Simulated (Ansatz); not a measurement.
**Phonon spectrum of Ba**

All numbers below come from DFT PBE, scalar-relativistic, plane waves, PAW (Ansatz). Plane waves to 420 eV; Γ-centred k mesh 12×12×8; Fermi-Dirac smearing of 0.15 eV. No spin polarisation. Phonons by linear response, acoustic sum rule imposed.

The cell, relaxed at this level:
```
CELL_PARAMETERS angstrom
4.49821 0.00000 0.00000
-2.24911 3.89557 0.00000
0.00000 0.00000 7.33469
ATOMIC_POSITIONS crystal
Ba 0.33333 0.66667 0.75000
Ba 0.66667 0.33333 0.25000
```

The cell was found from a structure generator's guess, not taken from experiment. In a metal, frequencies and elastic constants depend on the k mesh and the smearing, soft modes and shear constants most. Spin–orbit coupling is left out, which matters for heavy elements. The q mesh is coarse, so values between its points are rough. This form isn't the element's ground state: it lies 12 meV/atom above the standard structure at this level.

Force constants from linear response on a 3×3×1 q mesh.

Task: Is the structure dynamically stable on this mesh?

Result: Yes, on this mesh: no mode is imaginary.

Task: Give the frequencies (cm⁻¹; i marks imaginary ones) at the irreducible q points, in fractions of the reciprocal vectors.

Result:
```tsv
q	star	frequencies
0.000 0.000 0.000	1	0 0 0 32 32 70
0.000 0.333 0.000	6	28 32 50 56 62 65
0.333 0.333 0.000	2	51 51 56 56 60 60
```
